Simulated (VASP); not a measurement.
A run of VASP 6.6.1 is set up as follows.

File INCAR:

```
PREC     = Accurate       # precision mode
ENCUT    = 520            # plane-wave cutoff, eV
EDIFF    = 1E-7           # SCF threshold, eV
ISMEAR   = -1             # smearing method
SIGMA    = 0.05           # smearing width, eV
LREAL    = F              # projectors in reciprocal space
LASPH    = T              # aspherical terms in the spheres
NELM     = 60             # most SCF steps
ALGO     = Normal         # electronic algorithm
ISIF     = 2              # what is computed and relaxed
LWAVE    = F              # write WAVECAR
LCHARG   = T              # write CHGCAR
GGA      = PE             # functional
LELF     = T              # ELF
LVHAR    = T            
NBANDS   = 12             # bands
```

KPOINTS

```
regular mesh
0
Gamma
  9 9 5
```

POSCAR

```
Sb
1.0
    3.3545324186      0.0000000000      0.0000000000
   -1.6772662093      2.9051102923      0.0000000000
    0.0000000000      0.0000000000      5.4701606500
Sb
2
Direct
    0.6781860000      0.3344730000      0.7515460000
    0.3209610000      0.6625660000      0.2556060000
```

Potentials or basis: VASP PAW PBE potentials, release 64 (Sb).

Run with:

```sh
$ cat potpaw_PBE.64/Sb/POTCAR > POTCAR
$ mpirun -np 1 vasp_std > vasp.out
```

Q: Predict the band gap on the k mesh.

A: None (metal or under the smearing width).

Q: What does it give for the pressure?

A: 1.4 GPa.

Q: Estimate the largest force.

A: 0.037 eV/Å.

Stress tensor (GPa, compression positive):
```
1.51 0.19 0.02
0.19 1.46 0.01
0.02 0.01 1.17
```

Spin-orbit coupling is left out, which matters for the levels of Sb.
